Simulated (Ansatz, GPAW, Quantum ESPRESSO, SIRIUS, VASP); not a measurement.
**One calculation of TiPt3, 5 ways**

```
Pt Ti
1.0
     3.89700    0.00000    0.00000
     0.00000    3.89700    0.00000
     0.00000    0.00000    3.89700
Pt Ti
3 1
Cartesian
  1.9485 1.9485 0.0000
  1.9485 0.0000 1.9485
  0.0000 1.9485 1.9485
  0.0000 0.0000 0.0000
```

Alike in all runs: task single point; functional PBEsol; k mesh 7 × 7 × 7; occupations fermi-dirac, width 0.05 eV; no spin polarisation; no spin-orbit coupling. Pressure is positive in compression and, in plane waves, holds the error of the finite cutoff.

```
                                        program and potentials  plane-wave cutoff (eV)                                                               notes  pressure (GPa)
                Ansatz, all-electron LAPW, scalar-relativistic                       -                                                                   -            0.47
SIRIUS, PseudoDojo 0.4.1 PBEsol standard (scalar relativistic)                    1152                           16.5 valence electrons an atom on average            0.14
             GPAW, PAW data sets generated for this functional                     600                             15 valence electrons an atom on average            0.39
                         VASP, PBE PAW files Pt, Ti_sv, 520 eV                     520  potentials made for PBE; 10.5 valence electrons an atom on average            0.21
                             Quantum ESPRESSO, GBRV 1.5 PBEsol                     612                             15 valence electrons an atom on average           -0.38
```

The pressure spans -0.38 (Quantum ESPRESSO, GBRV 1.5 PBEsol) to 0.47 GPa (Ansatz, all-electron LAPW, scalar-relativistic), with all-electron results at 0.47.

The functional is the same throughout but for its coding, so the spread measures potentials, basis and numerics; runs on potential files found faulty are left out.
